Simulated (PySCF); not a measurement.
# Identify the compound

The spectra below were simulated for a compound C₆H₈.

$^{1}$H NMR (300 MHz, computed): δ 6.83 (m, 2H), 6.62 (m, 2H), 5.57 (m, 2H), 5.44 (m, 2H).

$^{13}$C{$^{1}$H} NMR (computed): δ 150.3, 146.2, 128.3.

- geometry: PBE0-D3(BJ)/def2-TZVP
- GIAO PBE0/pcSseg-2 shieldings
- program: PySCF 2.14
- in vacuum, a single conformation, rapidly exchanging positions averaged, relativity neglected

Referencing at the same level of theory: $^{1}$H (31.52 ppm) and $^{13}$C (186.03 ppm) against TMS.

Which of these isomers gave the spectra?
A. C1=C[C@H]2C[C@H]2C1
B. C=C/C=C/C=C
C. C1CC2=C1CC2
D. C1=CCCC=C1
E. C1=CCC=CC1

Answers

B. 

Rings plus π bonds: 3 (no ring in the answer). 3 carbon signals for 6 carbons: some carbons are equivalent by symmetry or fast rotation. Carbon types of the structure: 4 × CH, 2 × CH2, which accounts for all hydrogens. δC 150.3, 146.2: alkene CH; as expected for a trigonal carbon in a double bond. δC 128.3: terminal =CH2 carbon; an sp2 carbon of a C=C bond. δH 6.83, 6.62: hydrogen on an alkene CH; a vinylic proton, deshielded by the sp2 carbon and the C=C anisotropy. δH 5.57, 5.44: hydrogen on a terminal =CH2 carbon; attached to an sp2 carbon and in the plane of the double bond.

The others: C1=C[C@H]2C[C@H]2C1 would give 6 carbon signals, not 3; C1=CCCC=C1 would give 3 signals for carbon-bound and other non-exchanging H, not 4; C1=CCC=CC1 would give 2 carbon signals, not 3; C1CC2=C1CC2 would give 2 carbon signals, not 3.

Shifts are as computed. Against solution values, carbons near 30 ppm lie about +3 ppm off and those near 130 ppm about +9 ppm. Of 1211 compounds with measured shifts, 218 miss one by over three times the rms of a fit or turn the order of signals round; such compounds aren't used in these exercises. No couplings were computed; multiplicities are counted from neighbouring protons, with m where these are inequivalent, close in shift, in a saturated or five-membered ring or joined by F or P, and br s for small geminal =CH2 splittings.
